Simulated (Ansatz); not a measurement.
Runs of Ansatz 0.2.0 on SiNi. The structure is orthorhombic, space group Pmmn (No. 59). The conventional cell has a = 2.943 Å, b = 3.280 Å, c = 4.677 Å, α = 90.00°, β = 90.00°, γ = 90.00°. Around Ni (site symmetry mm2) lie 6 Si at 2.34 to 2.37 Å and 4 Ni at 2.65 Å. Si (site symmetry mm2) has 6 Ni at 2.34 to 2.37 Å and 4 Si at 2.65 Å as nearest neighbours. The cell is a database's computed one.

| task | level | cell | k mesh | cutoff (eV) | pressure (GPa) | moment (μB) | relaxed volume (Å³/atom) |
| --- | --- | --- | --- | --- | --- | --- | --- |
| relaxation of cell and atoms | PBEsol | relaxed | 7 × 6 × 5 | - | 0.0 | 0.00 | (a) |
| projected density of states | PBE | as given | 9 × 8 × 6 | 270 | 6.7 | 0.00 | - |
| relaxation of cell and atoms | LDA | relaxed | 7 × 6 × 5 | - | 0.0 | 0.00 | 10.98 |
| relaxation of cell and atoms | PBE | relaxed | 7 × 6 × 5 | - | 0.0 | 0.00 | 11.73 |

Alike in all rows: potentials or basis all-electron LAPW, scalar-relativistic; spin collinear, ferromagnetic start; smearing fermi-dirac 0.05 eV; basis error allowed 0.002 eV/atom.

**Question.** Fill in the values left out.

**Answer.** (a) 11.25.

Caveats: the starting moments weren't kept; the k mesh is thin for a metal, which can move the energy by tens of meV per atom (some runs).
